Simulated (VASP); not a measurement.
MgS (rocksalt): one LDA single-point calculation in two programs

```yaml
crystal:
  lattice:
    - [0.00000, 2.60152, 2.60152]
    - [2.60152, 0.00000, 2.60152]
    - [2.60152, 2.60152, 0.00000]
  atoms:
    - { symbol: Mg, position: [0.00000, 0.00000, 0.00000] }
    - { symbol: S, position: [0.50000, 0.50000, 0.50000] }
```

Datasets and cutoffs are each program's own. VASP's cell holds 8 valence electrons and Ansatz's 16. LDA means the Perdew–Zunger form with relativistic exchange in VASP and the Perdew–Wang form in Ansatz. Ansatz's stress includes a Pulay correction; VASP's doesn't.

Cutoffs: 520 eV in VASP, 420 eV in Ansatz. k meshes: 8×8×8 and 8×8×8.

```
                               VASP    Ansatz
gap between bands v and c   2.56 eV   2.56 eV
         least direct gap   3.49 eV   3.48 eV
                 pressure  -3.8 GPa  -3.3 GPa
```

Band v is the last that the valence electrons fill when counted band by band, and c is the next. Levels in eV from the top of v, Ansatz:

```csv
point,v−1,v,c,c+1
Γ,0.00,0.00,3.48,7.80
X,-1.70,-1.70,2.56,4.24
W,-3.27,-2.41,5.07,7.81
K,-3.24,-1.38,3.71,6.56
L,-0.59,-0.59,4.37,6.72
```

VASP:

| point | v−1 | v | c | c+1 |
| --- | --- | --- | --- | --- |
| Γ | 0.00 | 0.00 | 3.49 | 7.84 |
| X | -1.71 | -1.71 | 2.56 | 4.25 |
| W | -3.28 | -2.42 | 5.08 | 7.84 |
| K | -3.25 | -1.38 | 3.71 | 6.58 |
| L | -0.59 | -0.59 | 4.38 | 6.74 |
